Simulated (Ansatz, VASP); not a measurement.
## TiC in VASP and in Ansatz

```
CELL_PARAMETERS angstrom
0.00000 2.16400 2.16400
2.16400 0.00000 2.16400
2.16400 2.16400 0.00000
ATOMIC_POSITIONS crystal
Ti 0.00000 0.00000 0.00000
C 0.50000 0.50000 0.50000
```

Alike in both runs: functional r2SCAN; k mesh 16 × 16 × 16; occupations gaussian, width 0.1 eV; no spin polarisation.

Ansatz relaxed the structure, and its values are those at the end. VASP's run is a single point on that final structure, the one shown.

|  | VASP | Ansatz |
| --- | --- | --- |
| version | VASP 6.6.1 | Ansatz 0.2.0 |
| potentials or method | VASP PAW PBE potentials, release 64 (Ti_sv, C) | scalar-relativistic, plane waves, PAW |
| plane-wave cutoff (eV) | 520 | 500 |
| valence electrons in the cell | 16 | 16 |

|  | VASP | Ansatz | Ansatz less VASP |
| --- | --- | --- | --- |
| gap on the k mesh at the Fermi level (eV) | none | none | - |
| pressure (GPa) | 0.9 | 0.0 | -0.96 |

A gap of «none» marks a metal or a gap that the smearing closes.

Caveats: the PAW data sets were made with another functional, which shifts forces and pressure a little (VASP).
